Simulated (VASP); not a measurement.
# Sc (Fm-3m) in VASP: a series of runs, part 2 of 2

VASP 6.6.1.

## (4) Single point, PBE

This run uses another cell than the first one, of 24.90 Å³/atom, 0.995 times its volume.

INCAR

```
PREC = Accurate
ENCUT = 520
EDIFF = 1E-6
ISMEAR = 0
SIGMA = 0.05
LREAL = False
LASPH = True
NELM = 60
ALGO = Normal
ISIF = 2
LWAVE = False
LCHARG = False
GGA = PE
NBANDS = 12
```

KPOINTS

```
Automatic mesh
0
Gamma
  16 16 16
```

POSCAR

```
Sc
1.0
    0.0000000000      2.3176268337      2.3176268337
    2.3176268337      0.0000000000      2.3176268337
    2.3176268337      2.3176268337      0.0000000000
Sc
1
Direct
    0.0000000000      0.0000000000      0.0000000000
```

Potentials or basis: VASP PAW PBE potentials, release 64 (Sc_sv).

On the command line:

```console
$ cat potpaw_PBE.64/Sc_sv/POTCAR > POTCAR
$ mpirun -np 1 vasp_std > vasp.out
```

OUTCAR:

```text
PREC = Accurate
   ENCUT = 520
   EDIFF = 1E-6
   ISMEAR = 0
   LREAL = False
   LASPH = True
   NELM = 60
   ISIF = 2
   GGA = PE

 ion  position               nearest neighbor table
   1  0.000  0.000  0.000-

  LATTYP: Found a face centered cubic cell.
 ALAT       =     4.6352536674

  Lattice vectors:

 A1 = (   0.0000000000,   2.3176268337,   2.3176268337)
 A2 = (   2.3176268337,   0.0000000000,   2.3176268337)
 A3 = (   2.3176268337,   2.3176268337,   0.0000000000)

Analysis of symmetry for initial positions (statically):
=====================================================================
 Subroutine PRICEL returns:
 Original cell was already a primitive cell.

 Routine SETGRP: Setting up the symmetry group for a
 face centered cubic supercell.

 Subroutine GETGRP returns: Found 48 space group operations
 (whereof 48 operations were pure point group operations)
 out of a pool of 48 trial point group operations.

The static configuration has the point symmetry O_h .

Analysis of symmetry for dynamics (positions and initial velocities):
=====================================================================
 Subroutine PRICEL returns:
 Original cell was already a primitive cell.

 Routine SETGRP: Setting up the symmetry group for a
 face centered cubic supercell.

 Subroutine GETGRP returns: Found 48 space group operations
 (whereof 48 operations were pure point group operations)
 out of a pool of 48 trial point group operations.

The dynamic configuration has the point symmetry O_h .

 Subroutine INISYM returns: Found 48 space group operations
 (whereof 48 operations are pure point group operations),
 and found     1 'primitive' translations

----------------------------------------------------------------------------------------

                                     Primitive cell

  volume of cell :      24.8978

  direct lattice vectors                    reciprocal lattice vectors
     0.000000000  2.317626834  2.317626834    -0.215737923  0.215737923  0.215737923
     2.317626834  0.000000000  2.317626834     0.215737923 -0.215737923  0.215737923
     2.317626834  2.317626834  0.000000000     0.215737923  0.215737923 -0.215737923

  length of vectors
     3.277619301  3.277619301  3.277619301     0.373669044  0.373669044  0.373669044

  position of ions in fractional coordinates (direct lattice)
     0.000000000  0.000000000  0.000000000

  ion indices of the primitive-cell ions
   primitive index   ion index
                 1           1

----------------------------------------------------------------------------------------

 KPOINTS: Automatic mesh

Automatic generation of k-mesh.
 Grid dimensions read from file:
 generate k-points for:   16   16   16

 Generating k-lattice:

  Cartesian coordinates                     Fractional coordinates (reciprocal lattice)
    -0.013483620  0.013483620  0.013483620     0.062500000  0.000000000  0.000000000
     0.013483620 -0.013483620  0.013483620     0.000000000  0.062500000  0.000000000
     0.013483620  0.013483620 -0.013483620     0.000000000  0.000000000  0.062500000

  Length of vectors
     0.023354315  0.023354315  0.023354315

  Shift w.r.t. Gamma in fractional coordinates (k-lattice)
     0.000000000  0.000000000  0.000000000

 Subroutine IBZKPT returns following result:
 ===========================================

 Found    145 irreducible k-points:

 Following reciprocal coordinates:
            Coordinates               Weight
  0.000000  0.000000  0.000000      1.000000
  0.062500  0.000000  0.000000      8.000000
  0.125000  0.000000  0.000000      8.000000
  0.187500  0.000000  0.000000      8.000000
  0.250000  0.000000  0.000000      8.000000
  0.312500  0.000000  0.000000      8.000000
[... 16 lines left out ...]
 -0.125000  0.062500  0.000000     24.000000
 -0.062500  0.062500  0.000000     12.000000
 [... further k-points ...]
   k-points           NKPTS =    145   k-points in BZ     NKDIM =    145   number of bands    NBANDS=     12
   number of dos      NEDOS =    301   number of ions     NIONS =      1
   total plane-waves  NPLWV =  13824
   dimension x,y,z NGX =    24 NGY =   24 NGZ =   24
   dimension x,y,z NGXF=    48 NGYF=   48 NGZF=   48
   ions per type =               1
   NGX,Y,Z   is equivalent  to a cutoff of  12.17, 12.17, 12.17 a.u.
   NGXF,Y,Z  is equivalent  to a cutoff of  24.35, 24.35, 24.35 a.u.
 SYSTEM =  unknown system
   PREC   = accura    normal or accurate (medium, high low for compatibility)
   ISTART =      0    job   : 0-new  1-cont  2-samecut
   ICHARG =      2    charge: 1-file 2-atom 10-const
   ISPIN  =      1    spin polarized calculation?
   LNONCOLLINEAR =      F non collinear calculations
   LSORBIT =      F    spin-orbit coupling
   LASPH  =      T    aspherical Exc in radial PAW
   ENCUT  =  520.0 eV  38.22 Ry    6.18 a.u.   6.09  6.09  6.09*2*pi/ulx,y,z
   NELM   =     60;   NELMIN=  2; NELMDL= -5     # of ELM steps
   EDIFF  = 0.1E-05   stopping-criterion for ELM
   LREAL  =      F    real-space projection
   EDIFFG = 0.1E-04   stopping-criterion for IOM
   NSW    =      0    number of steps for IOM
   IBRION =     -1    ionic relax: 0-MD 1-quasi-New 2-CG
   NFREE  =      0    steps in history (QN), initial steepest desc. (CG)
   ISIF   =      2    stress and relaxation
   ISYM   =      2    0-nonsym 1-usesym 2-fastsym
   POTIM  = 0.5000    time-step for ionic-motion
   TEBEG  =    0.0;   TEEND  =   0.0 temperature during run
   PSTRESS=    0.0 pullay stress
   NELECT =      11.0000    total number of electrons
   NUPDOWN=      -1.0000    fix difference up-down
   EMIN   =  10.00;   EMAX   =-10.00  energy-range for DOS
   EFERMI =   0.00;   METHOD = LEGACY
   ISMEAR =     0;   SIGMA  =   0.05  broadening in eV -4-tet -1-fermi 0-gaus
   EFERMI_NEDOS =   21; number of points for ismear=-14 and -15
   IALGO  =     38    algorithm
   IMIX   =      4    mixing-type and parameters
     AMIX     =   0.40;   BMIX     =  1.00
     AMIX_MAG =   1.60;   BMIX_MAG =  1.00
  volume/ion in A,a.u.               =      24.90       168.02
  Fermi-wavevector in a.u.,A,eV,Ry     =   1.246863  2.356230 21.152548  1.554668
  Thomas-Fermi vector in A             =   2.381022
   LORBIT       =      0    0 simple, 1 ext, 2 COOP (PROOUT), +10 PAW based schemes
   GGA     = PE    functional components
   LHFCALC =     F    Hartree Fock is set to
   AEXX    =    0.0000 exact exchange contribution
   IVDW    =     0    specifies the selected vdW correction
   LEPSILON=     F    determine dielectric tensor
   LRPA    =     F    only Hartree local field effects (RPA)
 non-spin polarized calculation
 Gauss-broadening in eV      SIGMA  =   0.05
  energy-cutoff  :      520.00
  volume of cell :       24.90
 maximum number of plane-waves:       692
   NGX = 13   NGY = 13   NGZ = 13

 number of electron      11.0000001 magnetization

 Free energy of the ion-electron system (eV)
  ---------------------------------------------------
  ext. energy  EPLUGINS =         0.00000000
  ---------------------------------------------------
  free energy    TOTEN  =        -6.20155059 eV

  energy without entropy =       -6.19854702  energy(sigma->0) =       -6.20004881

 E-fermi :   3.6800     XC(G=0):  -9.8349

 val. band max:        3.6780443894   @ k =  -0.4375   0.3750   0.1875
 cond. band min:       3.6811350340   @ k =  -0.4375   0.1250   0.0000
 fundamental gap:      0.0030906446
 Fermi energy:         3.6800304729

 k-point     1 :       0.0000    0.0000    0.0000
  band No.  band energies     occupation
      1     -45.7817      2.00000
      2     -24.2039      2.00000
      3     -24.2039      2.00000
      4     -24.2039      2.00000
      5      -1.4899      2.00000
      6       5.2481      0.00000
      7       5.2481      0.00000
      8       5.2481      0.00000
      9       6.6055      0.00000
     10       6.6055      0.00000
     11      16.1289      0.00000
     12      19.4785      0.00000
[... 331 lines left out ...]
 k-point    24 :      -0.0625    0.0625    0.0000
  band No.  band energies     occupation
      1     -45.7761      2.00000
      2     -24.2398      2.00000
      3     -24.2145      2.00000
      4     -24.2065      2.00000
      5      -1.2300      2.00000
      6       5.0568      0.00000
      7       5.3424      0.00000
      8       5.3444      0.00000
      9       6.4738      0.00000
     10       6.6115      0.00000
     11      16.3236      0.00000
     12      17.9050      0.00000

 [... further k-points ...]
[... 5 lines left out ...]
  --------------------------------------------------------------------------------------
  -------------------------------------------------------------------------------------
  Total       -0.0809165     -0.0809165     -0.0809165     -0.0000000     -0.0000000      0.0000000
  in kB       -5.2069934     -5.2069934     -5.2069934     -0.0000000     -0.0000000      0.0000000
  external PRESSURE =      -5.2069934 kB  Pullay stress =       0.0000000 kB

 VOLUME and BASIS-vectors are now :
 -----------------------------------------------------------------------------
  energy-cutoff  :      520.00
  volume of cell :       24.90
      direct lattice vectors                 reciprocal lattice vectors
     0.000000000  2.317626834  2.317626834    -0.215737923  0.215737923  0.215737923
     2.317626834  0.000000000  2.317626834     0.215737923 -0.215737923  0.215737923
     2.317626834  2.317626834  0.000000000     0.215737923  0.215737923 -0.215737923

 POSITION                                       TOTAL-FORCE (eV/Angst)
 -----------------------------------------------------------------------------------
      0.00000      0.00000      0.00000         0.000000      0.000000      0.000000
 -----------------------------------------------------------------------------------
    total drift:                               -0.000000      0.000000      0.000000

  FREE ENERGIE OF THE ION-ELECTRON SYSTEM (eV)
  ---------------------------------------------------
  free  energy   TOTEN  =        -6.2015505913 eV

  energy  without entropy=       -6.1985470210  energy(sigma->0) =       -6.20004881
```

OSZICAR:

```text
N       E                     dE             d eps       ncg     rms          rms(c)
DAV:   1     0.729068375234E+02    0.72907E+02   -0.50408E+03  3492   0.891E+02
DAV:   2    -0.543613408669E+01   -0.78343E+02   -0.76837E+02  3484   0.283E+02
DAV:   3    -0.688101810366E+01   -0.14449E+01   -0.14137E+01  4636   0.498E+01
DAV:   4    -0.690564843422E+01   -0.24630E-01   -0.24602E-01  4420   0.520E+00
DAV:   5    -0.690604239190E+01   -0.39396E-03   -0.39395E-03  4612   0.598E-01    0.528E+00
DAV:   6    -0.628439686178E+01    0.62165E+00   -0.93736E-01  5252   0.138E+01    0.155E+00
DAV:   7    -0.620648788324E+01    0.77909E-01   -0.18910E-01  5496   0.593E+00    0.612E-01
DAV:   8    -0.620285850241E+01    0.36294E-02   -0.21455E-02  4756   0.213E+00    0.227E-01
DAV:   9    -0.620158881983E+01    0.12697E-02   -0.43995E-03  5208   0.927E-01    0.423E-02
DAV:  10    -0.620155277605E+01    0.36044E-04   -0.18510E-04  5400   0.173E-01    0.111E-02
DAV:  11    -0.620155033353E+01    0.24425E-05   -0.78603E-06  5388   0.396E-02    0.144E-03
DAV:  12    -0.620155059133E+01   -0.25780E-06   -0.93698E-08  2132   0.444E-03
   1 F= -.62015506E+01 E0= -.62000488E+01  d E =-.300357E-02
```

It took 18 s on 1 thread of Intel Xeon Platinum 8488C (Sapphire Rapids), shared host; peak memory 0.16 GiB.

Results:

| Item | Value |
| --- | --- |
| Free energy | -6.2016 eV |
| Pressure | -0.5 GPa |
| Band gap on the k mesh | none (metal or under the smearing width) |

Levels at points of the mesh, in eV from the Fermi level:
```
           k point  band 1  band 2  band 3  band 4  band 5  band 6  band 7  band 8  band 9  band 10
(0.00, 0.00, 0.00)  -49.46  -27.88  -27.88  -27.88   -5.17    1.57    1.57    1.57    2.93     2.93
(0.50, 0.00, 0.00)  -49.41  -28.26  -27.93  -27.93   -1.75    0.21    1.46    1.46    3.80     3.80
(0.50, 0.50, 0.00)  -49.39  -28.24  -28.02  -28.02   -1.50   -0.61    1.88    3.80    4.03     4.03
```

## (5) Overview

| cell | gap on the mesh (eV) | pressure (GPa) |
| --- | --- | --- |
| Fm-3m, 25.03 Å³/atom | none | -0.9 |
| Fm-3m, 24.63 Å³/atom | none | 0.0 |
| Fm-3m, 24.9 Å³/atom | none | -0.5 |

Alike in all rows: task single point; level PBE; potentials or basis VASP PAW PBE potentials, release 64 (Sc_sv); no spin polarisation; k mesh 16 × 16 × 16; cutoff (eV) 520; smearing gaussian 0.05 eV.

Every run on the cell as given and a fine mesh finds a metal.

Absolute energies hang on the potentials; compare differences alone.
